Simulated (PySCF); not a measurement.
Symmetry of computed structures. Computed with PBE0-D3(BJ)/def2-SVP geometry optimisation, gas phase (PySCF). The symmetry is that of the one conformer found, every atom within 0.08 Å of its image; none is proved a minimum here.

(1) zinc isocyanide radical (`[C-]#[N+][Zn]`): symmetry, top, dipole?

(2) What symmetry has `[BH2:1][CH2:2][S:3][CH3:4]` with H–B1–C2–S3 -14° and 169°, B1–C2–S3–C4 -63°?

(3) `C#Cc1[cH+]c1F`: symmetry, top, dipole?

(4) Point group, rotor type and polarity of `[H][H]`?

(5) `[CH2:1]1[CH2:2][CH2:3][NH2+:4][CH2:5]1` (charge +1) with C5–C1–C2–C3 -40°, C1–C2–C3–N4 24°, C2–C3–N4–C5 1°, C3–N4–C5–C1 -26°: symmetry, top, dipole?

Answers

(1) C∞v; linear; symmetry number 1; dipole 5.12 D, along the axis.

(2) C1; asymmetric top; symmetry number 1; this conformer is chiral (no improper operation); dipole 1.21 D.

(3) Cs; near-prolate asymmetric top; symmetry number 1; 2 operations, which sort the 8 atoms into 8 sets; dipole about the centre of mass 2.80 D, in the ab plane, which is the mirror.

(4) D∞h; linear; symmetry number 2; dipole forbidden by symmetry (computed 0.00 D).

(5) C1; near-oblate asymmetric top; symmetry number 1; this conformer is chiral (no improper operation); dipole about the centre of mass 3.43 D; A, B, C = 6606, 6470, 3777 MHz.
